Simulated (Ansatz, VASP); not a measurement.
Cd: VASP beside Ansatz

INCAR

```
AGGAC    = 1.0          
AGGAX    = 1.0          
ALDAC    = 0.0          
ALDAX    = 1.0          
ALGO     = Normal         # electronic algorithm
EDIFF    = 1E-7           # SCF threshold, eV
ENCUT    = 520            # plane-wave cutoff, eV
GGA      = B5             # functional
ISIF     = 2              # what is computed and relaxed
ISMEAR   = -1             # smearing method
LASPH    = T              # aspherical terms in the spheres
LCHARG   = F              # write CHGCAR
LREAL    = F              # projectors in reciprocal space
LWAVE    = F              # write WAVECAR
NBANDS   = 12             # bands
NELM     = 60             # most SCF steps
PREC     = Accurate       # precision mode
SIGMA    = 0.1            # smearing width, eV
```

The input KPOINTS:

```
k-points
0
Gamma
  11 11 11
```

The input POSCAR:

```
Cd
1.0
    3.2538522125      0.0000000000      0.0000000000
    0.0000000000      3.2538522125      0.0000000000
    0.0000000000      0.0000000000      3.2538522125
Cd
1
Direct
    0.0000000000      0.0000000000      0.0000000000
```

Input for Ansatz:

```yaml
crystal:
  lattice:
    - [3.2538522125, 0.0, 0.0]
    - [0.0, 3.2538522125, 0.0]
    - [0.0, 0.0, 3.2538522125]
  atoms:
    - { symbol: Cd, position: [0.0, 0.0, 0.0] }
hamiltonian:
  xc: blyp
  pseudopotentials:
    kind: paw
    azcp:
      Cd: "pseudopotentials/Cd.paw.azcp"
basis:
  ecutwfc: 420
  fft_grid_basis: typed
kpoints:
  mp_grid: { grid: [11, 11, 11], shift: [0, 0, 0] }
magnetization:
  spin_polarized: false
scf:
  occupations: { method: fermi_dirac, width: 0.1 }
  lower_state_search: "off"
output:
  stress: true
```

Alike in both runs: task single point; functional BLYP; k mesh 11 × 11 × 11; occupations fermi-dirac, width 0.1 eV; no spin polarisation.

|  | VASP | Ansatz |
| --- | --- | --- |
| version | VASP 6.6.1 | Ansatz 0.2.0 |
| potentials or method | VASP PAW PBE potentials, release 64 (Cd) | plane waves (420 eV) with PAW, scalar-relativistic |
| plane-wave cutoff (eV) | 520 | 420 |
| valence electrons in the cell | 12 | 20 |

```csv
,VASP,Ansatz,Ansatz less VASP
pressure (GPa),-1.0,-1.1,-0.05
```

With one functional, cell and mesh, what is left measures potentials, basis and numerics. The two sets of potentials don't hold the same shells in valence.

Caveats: the PAW data sets were made with another functional, which shifts forces and pressure a little (VASP).
